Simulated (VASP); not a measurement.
# HgSe (nc) (F-43m) in VASP: notebook

One crystal, HgSe (nc), is run at these levels: PBE; tasks: single point, relaxation of cell and atoms.

Program: VASP 6.6.1. These are calculated values, not measurements. Logs are shortened: lines on timing, memory, paths and dates and some standing lists are left out, and cuts for length are marked.

**1. The crystal as given**

Symmetry: F-43m, No. 216, cubic system. Conventional cell: a = 6.260 Å, b = 6.260 Å, c = 6.260 Å, α = 90.00°, β = 90.00°, γ = 90.00°. Hg (site symmetry -43m) is surrounded by 4 Se at 2.71 Å. Around Se (site symmetry -43m) lie 4 Hg at 2.71 Å.

**2. Single point, PBE**

File INCAR:

```
SYSTEM = HgSe
ALGO = Normal
EDIFF = 1E-6
ENCUT = 520
GGA = PE
ISIF = 2
ISMEAR = 0
LASPH = .TRUE.
LCHARG = .TRUE.
LELF = .TRUE.
LREAL = .FALSE.
LVHAR = .TRUE.
LWAVE = .FALSE.
NBANDS = 16
NELM = 100
PREC = Accurate
SIGMA = 0.1
```

File KPOINTS:

```
k-points
0
G
  12 12 12
  0 0 0
```

File POSCAR:

```
HgSe
1.0
    0.0000000000      3.1301135269      3.1301135269
    3.1301135269      0.0000000000      3.1301135269
    3.1301135269      3.1301135269      0.0000000000
Hg Se
1 1
Direct
    0.0000000000      0.0000000000      0.0000000000
    0.2500000000      0.2500000000      0.2500000000
```

Potentials or basis: VASP PAW PBE potentials, release 64 (Hg, Se).

Run with:

```bash
cat potpaw_PBE.64/Hg/POTCAR potpaw_PBE.64/Se/POTCAR > POTCAR
mpirun -np 1 vasp_std > vasp.out
```

OUTCAR:

```text
SYSTEM = HgSe
   EDIFF = 1E-6
   ENCUT = 520
   GGA = PE
   ISIF = 2
   ISMEAR = 0
   LASPH = .TRUE.
   LREAL = .FALSE.
   NELM = 100
   PREC = Accurate

 ion  position               nearest neighbor table
   1  0.000  0.000  0.000-   2 2.71   2 2.71   2 2.71   2 2.71
   2  0.250  0.250  0.250-   1 2.71   1 2.71   1 2.71   1 2.71

  LATTYP: Found a face centered cubic cell.
 ALAT       =     6.2602270538

  Lattice vectors:

 A1 = (   0.0000000000,   3.1301135269,   3.1301135269)
 A2 = (   3.1301135269,   0.0000000000,   3.1301135269)
 A3 = (   3.1301135269,   3.1301135269,   0.0000000000)

Analysis of symmetry for initial positions (statically):
=====================================================================
 Subroutine PRICEL returns:
 Original cell was already a primitive cell.

 Routine SETGRP: Setting up the symmetry group for a
 face centered cubic supercell.

 Subroutine GETGRP returns: Found 24 space group operations
 (whereof 24 operations were pure point group operations)
 out of a pool of 48 trial point group operations.

The static configuration has the point symmetry T_d .

Analysis of symmetry for dynamics (positions and initial velocities):
=====================================================================
 Subroutine PRICEL returns:
 Original cell was already a primitive cell.

 Routine SETGRP: Setting up the symmetry group for a
 face centered cubic supercell.

 Subroutine GETGRP returns: Found 24 space group operations
 (whereof 24 operations were pure point group operations)
 out of a pool of 48 trial point group operations.

The dynamic configuration has the point symmetry T_d .

 Subroutine INISYM returns: Found 24 space group operations
 (whereof 24 operations are pure point group operations),
 and found     1 'primitive' translations

----------------------------------------------------------------------------------------

                                     Primitive cell

  volume of cell :      61.3353

  direct lattice vectors                    reciprocal lattice vectors
     0.000000000  3.130113527  3.130113527    -0.159738615  0.159738615  0.159738615
     3.130113527  0.000000000  3.130113527     0.159738615 -0.159738615  0.159738615
     3.130113527  3.130113527  0.000000000     0.159738615  0.159738615 -0.159738615

  length of vectors
     4.426649002  4.426649002  4.426649002     0.276675397  0.276675397  0.276675397

  position of ions in fractional coordinates (direct lattice)
     0.000000000  0.000000000  0.000000000
     0.250000000  0.250000000  0.250000000

  ion indices of the primitive-cell ions
   primitive index   ion index
                 1           1
                 2           2

----------------------------------------------------------------------------------------

 KPOINTS: k-points

Automatic generation of k-mesh.
 Grid dimensions read from file:
 generate k-points for:   12   12   12

 Generating k-lattice:

  Cartesian coordinates                     Fractional coordinates (reciprocal lattice)
    -0.013311551  0.013311551  0.013311551     0.083333333  0.000000000  0.000000000
     0.013311551 -0.013311551  0.013311551     0.000000000  0.083333333  0.000000000
     0.013311551  0.013311551 -0.013311551     0.000000000  0.000000000  0.083333333

  Length of vectors
     0.023056283  0.023056283  0.023056283

  Shift w.r.t. Gamma in fractional coordinates (k-lattice)
     0.000000000  0.000000000  0.000000000

 Subroutine IBZKPT returns following result:
 ===========================================

 Found     72 irreducible k-points:

 Following reciprocal coordinates:
            Coordinates               Weight
  0.000000  0.000000  0.000000      1.000000
  0.083333  0.000000  0.000000      8.000000
  0.166667  0.000000  0.000000      8.000000
  0.250000  0.000000  0.000000      8.000000
  0.333333  0.000000  0.000000      8.000000
  0.416667  0.000000  0.000000      8.000000
[... 16 lines left out ...]
  0.500000  0.166667  0.000000     24.000000
 -0.416667  0.166667  0.000000     24.000000
 [... further k-points ...]
   k-points           NKPTS =     72   k-points in BZ     NKDIM =     72   number of bands    NBANDS=     16
   number of dos      NEDOS =    301   number of ions     NIONS =      2
   total plane-waves  NPLWV =  46656
   dimension x,y,z NGX =    36 NGY =   36 NGZ =   36
   dimension x,y,z NGXF=    72 NGYF=   72 NGZF=   72
   ions per type =               1   1
   NGX,Y,Z   is equivalent  to a cutoff of  13.52, 13.52, 13.52 a.u.
   NGXF,Y,Z  is equivalent  to a cutoff of  27.04, 27.04, 27.04 a.u.
 SYSTEM =  HgSe
   PREC   = accura    normal or accurate (medium, high low for compatibility)
   ISTART =      0    job   : 0-new  1-cont  2-samecut
   ICHARG =      2    charge: 1-file 2-atom 10-const
   ISPIN  =      1    spin polarized calculation?
   LNONCOLLINEAR =      F non collinear calculations
   LSORBIT =      F    spin-orbit coupling
   LASPH  =      T    aspherical Exc in radial PAW
   ENCUT  =  520.0 eV  38.22 Ry    6.18 a.u.   8.23  8.23  8.23*2*pi/ulx,y,z
   NELM   =    100;   NELMIN=  2; NELMDL= -5     # of ELM steps
   EDIFF  = 0.1E-05   stopping-criterion for ELM
   LREAL  =      F    real-space projection
   EDIFFG = 0.1E-04   stopping-criterion for IOM
   NSW    =      0    number of steps for IOM
   IBRION =     -1    ionic relax: 0-MD 1-quasi-New 2-CG
   NFREE  =      0    steps in history (QN), initial steepest desc. (CG)
   ISIF   =      2    stress and relaxation
   ISYM   =      2    0-nonsym 1-usesym 2-fastsym
   POTIM  = 0.5000    time-step for ionic-motion
   TEBEG  =    0.0;   TEEND  =   0.0 temperature during run
   PSTRESS=    0.0 pullay stress
   NELECT =      18.0000    total number of electrons
   NUPDOWN=      -1.0000    fix difference up-down
   EMIN   =  10.00;   EMAX   =-10.00  energy-range for DOS
   EFERMI =   0.00;   METHOD = LEGACY
   ISMEAR =     0;   SIGMA  =   0.10  broadening in eV -4-tet -1-fermi 0-gaus
   EFERMI_NEDOS =   21; number of points for ismear=-14 and -15
   IALGO  =     38    algorithm
   IMIX   =      4    mixing-type and parameters
     AMIX     =   0.40;   BMIX     =  1.00
     AMIX_MAG =   1.60;   BMIX_MAG =  1.00
  volume/ion in A,a.u.               =      30.67       206.96
  Fermi-wavevector in a.u.,A,eV,Ry     =   1.087917  2.055864 16.103344  1.183562
  Thomas-Fermi vector in A             =   2.224087
   LORBIT       =      0    0 simple, 1 ext, 2 COOP (PROOUT), +10 PAW based schemes
   GGA     = PE    functional components
   LHFCALC =     F    Hartree Fock is set to
   AEXX    =    0.0000 exact exchange contribution
   IVDW    =     0    specifies the selected vdW correction
   LEPSILON=     F    determine dielectric tensor
   LRPA    =     F    only Hartree local field effects (RPA)
 non-spin polarized calculation
 Gauss-broadening in eV      SIGMA  =   0.10
  energy-cutoff  :      520.00
  volume of cell :       61.34
 maximum number of plane-waves:      1676
 NGX is ok and might be reduce to    36
   NGX = 17   NGY = 17   NGZ = 17

 number of electron      18.0000002 magnetization

 Free energy of the ion-electron system (eV)
  ---------------------------------------------------
  ext. energy  EPLUGINS =         0.00000000
  ---------------------------------------------------
  free energy    TOTEN  =        -4.08919243 eV

  energy without entropy =       -4.08902452  energy(sigma->0) =       -4.08910847

 E-fermi :   1.0270     XC(G=0):  -8.6468

 val. band max:        0.9520325038   @ k =   0.0000   0.0000   0.0000
 cond. band min:       1.2740745487   @ k =   0.0833   0.0000   0.0000
 fundamental gap:      0.3220420449
 Fermi energy:         1.0269620175

 k-point     1 :       0.0000    0.0000    0.0000
  band No.  band energies     occupation
      1     -11.9362      2.00000
      2      -5.7339      2.00000
      3      -5.7339      2.00000
      4      -5.7339      2.00000
      5      -5.1301      2.00000
      6      -5.1301      2.00000
[... 8 lines left out ...]
     15      12.1044      0.00000
     16      12.1044      0.00000

 k-point     2 :       0.0833    0.0000    0.0000
  band No.  band energies     occupation
      1     -11.9116      2.00000
      2      -5.7223      2.00000
      3      -5.7223      2.00000
      4      -5.7209      2.00000
      5      -5.1310      2.00000
      6      -5.1310      2.00000
[... 8 lines left out ...]
     15      11.6045      0.00000
     16      11.6045      0.00000

 k-point     3 :       0.1667    0.0000    0.0000
  band No.  band energies     occupation
      1     -11.8433      2.00000
      2      -5.6914      2.00000
      3      -5.6914      2.00000
      4      -5.6721      2.00000
      5      -5.1317      2.00000
      6      -5.1317      2.00000
[... 8 lines left out ...]
     15      11.1436      0.00000
     16      11.1436      0.00000

 k-point     4 :       0.2500    0.0000    0.0000
  band No.  band energies     occupation
      1     -11.7480      2.00000
      2      -5.6525      2.00000
      3      -5.6525      2.00000
      4      -5.5631      2.00000
      5      -5.1271      2.00000
      6      -5.1271      2.00000
[... 8 lines left out ...]
     15      11.0518      0.00000
     16      11.0518      0.00000

 k-point     5 :       0.3333    0.0000    0.0000
  band No.  band energies     occupation
      1     -11.6502      2.00000
      2      -5.6187      2.00000
      3      -5.6187      2.00000
      4      -5.3664      2.00000
      5      -5.1146      2.00000
      6      -5.1146      2.00000
[... 8 lines left out ...]
     15      11.3980      0.00000
     16      11.3980      0.00000

 k-point     6 :       0.4167    0.0000    0.0000
  band No.  band energies     occupation
      1     -11.5770      2.00000
      2      -5.5981      2.00000
      3      -5.5981      2.00000
      4      -5.0995      2.00000
      5      -5.0995      2.00000
      6      -5.0803      2.00000
[... 8 lines left out ...]
     15      12.0816      0.00000
     16      12.0816      0.00000

 k-point     7 :       0.5000    0.0000    0.0000
  band No.  band energies     occupation
      1     -11.5498      2.00000
      2      -5.5915      2.00000
      3      -5.5915      2.00000
      4      -5.0925      2.00000
      5      -5.0925      2.00000
      6      -4.8703      2.00000
[... 8 lines left out ...]
     15      12.5999      0.00000
     16      12.5999      0.00000

 k-point     8 :       0.0833    0.0833    0.0000
  band No.  band energies     occupation
      1     -11.9033      2.00000
      2      -5.7303      2.00000
      3      -5.7115      2.00000
      4      -5.7115      2.00000
      5      -5.1388      2.00000
      6      -5.1242      2.00000
[... 8 lines left out ...]
     15      10.9613      0.00000
     16      12.1326      0.00000

 k-point     9 :       0.1667    0.0833    0.0000
  band No.  band energies     occupation
      1     -11.8496      2.00000
      2      -5.7119      2.00000
      3      -5.6804      2.00000
      4      -5.6751      2.00000
      5      -5.1461      2.00000
      6      -5.1189      2.00000
[... 8 lines left out ...]
     15      10.8268      0.00000
     16      11.8129      0.00000
[... 172 lines left out ...]
 k-point    19 :       0.1667    0.1667    0.0000
  band No.  band energies     occupation
      1     -11.8123      2.00000
      2      -5.7118      2.00000
      3      -5.6471      2.00000
      4      -5.6471      2.00000
      5      -5.1591      2.00000
      6      -5.1080      2.00000
[... 8 lines left out ...]
     15      11.4324      0.00000
     16      12.2145      0.00000

 k-point    20 :       0.2500    0.1667    0.0000
  band No.  band energies     occupation
      1     -11.7403      2.00000
      2      -5.6803      2.00000
      3      -5.6024      2.00000
      4      -5.5895      2.00000
      5      -5.1636      2.00000
      6      -5.0982      2.00000
[... 8 lines left out ...]
     15      12.1269      0.00000
     16      12.1381      0.00000

 k-point    21 :       0.3333    0.1667    0.0000
  band No.  band energies     occupation
      1     -11.6519      2.00000
      2      -5.6315      2.00000
      3      -5.5609      2.00000
      4      -5.4817      2.00000
      5      -5.1452      2.00000
      6      -5.0882      2.00000
[... 8 lines left out ...]
     15      12.1885      0.00000
     16      12.2174      0.00000

 k-point    22 :       0.4167    0.1667    0.0000
  band No.  band energies     occupation
      1     -11.5704      2.00000
      2      -5.5937      2.00000
      3      -5.5341      2.00000
      4      -5.3165      2.00000
      5      -5.0817      2.00000
      6      -5.0744      2.00000
[... 8 lines left out ...]
     15      12.1223      0.00000
     16      12.6304      0.00000

 k-point    23 :       0.5000    0.1667    0.0000
  band No.  band energies     occupation
      1     -11.5188      2.00000
      2      -5.5735      2.00000
      3      -5.5256      2.00000
      4      -5.1891      2.00000
      5      -5.0864      2.00000
      6      -4.9003      2.00000
[... 8 lines left out ...]
     15      12.1842      0.00000
     16      12.7225      0.00000

 k-point    24 :      -0.4167    0.1667    0.0000
  band No.  band energies     occupation
      1     -11.5121      2.00000
      2      -5.5657      2.00000
      3      -5.5342      2.00000
      4      -5.1418      2.00000
      5      -5.1054      2.00000
      6      -4.8543      2.00000
[... 8 lines left out ...]
     15      11.8922      0.00000
     16      12.1337      0.00000

 [... further k-points ...]

------------------------ aborting loop because EDIFF is reached ----------------------------------------

  FORCE on cell =-STRESS in cart. coord.  units (eV):
  Direction    XX          YY          ZZ          XY          YZ          ZX
  --------------------------------------------------------------------------------------
  -------------------------------------------------------------------------------------
  Total        0.0679414      0.0679414      0.0679414     -0.0000000     -0.0000000      0.0000000
  in kB        1.7747395      1.7747395      1.7747395     -0.0000000     -0.0000000      0.0000000
  external PRESSURE =       1.7747395 kB  Pullay stress =       0.0000000 kB

 VOLUME and BASIS-vectors are now :
 -----------------------------------------------------------------------------
  energy-cutoff  :      520.00
  volume of cell :       61.34
      direct lattice vectors                 reciprocal lattice vectors
     0.000000000  3.130113527  3.130113527    -0.159738615  0.159738615  0.159738615
     3.130113527  0.000000000  3.130113527     0.159738615 -0.159738615  0.159738615
     3.130113527  3.130113527  0.000000000     0.159738615  0.159738615 -0.159738615

 POSITION                                       TOTAL-FORCE (eV/Angst)
 -----------------------------------------------------------------------------------
      0.00000      0.00000      0.00000         0.000000      0.000000      0.000000
      1.56506      1.56506      1.56506        -0.000000     -0.000000     -0.000000
 -----------------------------------------------------------------------------------
    total drift:                               -0.000000     -0.000000     -0.000000

  FREE ENERGIE OF THE ION-ELECTRON SYSTEM (eV)
  ---------------------------------------------------
  free  energy   TOTEN  =        -4.0891924275 eV

  energy  without entropy=       -4.0890245176  energy(sigma->0) =       -4.08910847
```

Run time: 34 s. Hardware: 1 thread of Intel Xeon 6975P-C (Granite Rapids), shared host; peak memory 0.24 GiB.

What came out:

| Item | Value |
| --- | --- |
| Free energy | -4.0892 eV |
| Pressure | 0.2 GPa |
| Band gap on the k mesh | none (metal or under the smearing width) |

[end of part 1 of 2]
